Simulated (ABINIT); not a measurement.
Set up this calculation in ABINIT 10.8.3 (patched build), as the native input.

```yaml
Task: band structure
Functional: PBE
Potentials_or_basis: JTH PAW PBE v2.0
Cutoff: 844 eV
k_mesh: 9 × 9 × 7
Occupations: fermi-dirac, width 0.05 eV
Spin: no spin polarisation
Fine-grid_cutoff: 1442.2 eV
```

CuAu:

```
CELL_PARAMETERS angstrom
2.81075 0.00000 0.00000
0.00000 2.81075 0.00000
0.00000 0.00000 3.68500
ATOMIC_POSITIONS crystal
Au 0.00000 0.00000 0.00000
Cu 0.50000 0.50000 0.50000
```

These files were run (other wordings do the same):

run.abi

```
# Datasets: ground state, then fixed potential
ndtset 2

# Pseudopotentials
pp_dirpath "./"
pseudos "Au.GGA_PBE-JTH.xml, Cu.GGA_PBE-JTH.xml"

# Structure
acell 2.8107494552 2.8107494552 3.685 Angstrom
rprim
     1.0000000000     0.0000000000     0.0000000000
     0.0000000000     1.0000000000     0.0000000000
     0.0000000000     0.0000000000     1.0000000000
ntypat 2
znucl 79 29
natom 2
typat 1 2
xred
     0.0000000000     0.0000000000     0.0000000000
     0.5000000000     0.5000000000     0.5000000000

# Plane-wave basis
ecut 31.0
pawecutdg 53.0
pawxcdev 0

# Exchange and correlation
ixc 11

# Bands and occupations
occopt 3
tsmear 0.00183747

# SCF cycle
nstep 100

# Output
iomode 3
prtwf 0
prteig 0
prtebands 0
prtden1 1

# Dataset 1
kptopt1 1
ngkpt1 9 9 7
nshiftk1 1
shiftk1 0.0 0.0 0.0
nband1 19
tolvrs1 1.0e-9

# Dataset 2: bands along G-X-M-G-Z-R-A-Z
iscf2 -2
getden2 1
nband2 25
nbdbuf2 4
tolwfr2 1.0e-11
kptopt2 -7
ndivsm2 6
prteig2 1
kptbounds2
     0.0000000000     0.0000000000     0.0000000000
     0.0000000000     0.5000000000     0.0000000000
     0.5000000000     0.5000000000     0.0000000000
     0.0000000000     0.0000000000     0.0000000000
     0.0000000000     0.0000000000     0.5000000000
     0.0000000000     0.5000000000     0.5000000000
     0.5000000000     0.5000000000     0.5000000000
     0.0000000000     0.0000000000     0.5000000000
```

Potentials or basis: JTH PAW PBE v2.0.

Run with:

```bash
$ abinit run.abi > log 2>&1
```

Results of the run:

```
Pressure                                              : 4.5 GPa
Band gap on the k mesh                                : none (metal or under the smearing width)
Valence electrons inside the program's atomic spheres : Au 9.55; Cu 17.33
```

Caveat: spin-orbit coupling is left out, which moves the levels of the heavy elements.

Wall time 3.6 min on 1 thread of AMD EPYC 7R43 64-Core Processor (Zen 3), with other jobs on the host, peak memory 0.15 GiB.
